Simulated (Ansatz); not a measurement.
Wanted: the native input for an Ansatz 0.2.0 run.

* Task: relaxation of the atoms
* Functional: PBE
* Potentials or basis: all-electron LAPW, scalar-relativistic
* Basis error allowed: 0.002 eV/atom
* k mesh: 10 × 10 × 1
* Occupations: fermi-dirac, width 0.05 eV
* Spin: no spin polarisation

MoS, a slab with vacuum:

```
CELL_PARAMETERS angstrom
3.18413 0.00000 0.00000
-1.59206 2.75753 0.00000
0.00000 0.00000 32.33460
ATOMIC_POSITIONS crystal
Mo 0.00000 0.00000 0.23195
S 0.33333 0.66667 0.27993
S 0.33333 0.66667 0.72007
Mo 0.00000 0.00000 0.76805
```

The cell isn't the ideal one: the (0 0 1) slab of MoS2, cut from the database cell, not relaxed.

The input as run:

input.yaml

```yaml
crystal:
  lattice:
    - [3.1841260822, 0.0, 0.0]
    - [-1.5920630411, 2.757534076, 0.0]
    - [0.0, 0.0, 32.33459995]
  atoms:
    - { symbol: Mo, position: [0.0, 0.0, 0.2319496766] }
    - { symbol: S, position: [0.33333333, 0.66666666, 0.279926921] }
    - { symbol: S, position: [0.33333333, 0.66666666, 0.720073079] }
    - { symbol: Mo, position: [0.0, 0.0, 0.7680503234] }
kpoints:
  mp_grid: { grid: [10, 10, 1] }
scf:
  occupations: { method: fermi_dirac, width: 0.05 }
hamiltonian:
  xc: pbe
  pseudopotentials: { kind: all_electron, lapw: { basis_error: 0.002 } }
output:
  forces: true
  stress: true
relax:
  f_tol: 0.01
  max_steps: 60
```

Potentials or basis: all-electron LAPW, scalar-relativistic.

Run with:

```console
$ ansatz run input.yaml --threads 4 --pin off --max-ram 14336MiB --backend cpu --events-out ev --progress --plain --runs-dir out
```

Results of the run:

The energy gained by relaxing is 11.5 meV/atom and the ionic steps are 4. The largest force after relaxing is 0.009 eV/Å.

Run time: 45 s on 4 threads of Arm Neoverse V2, with other jobs on the host, peak memory 1.1 GiB.
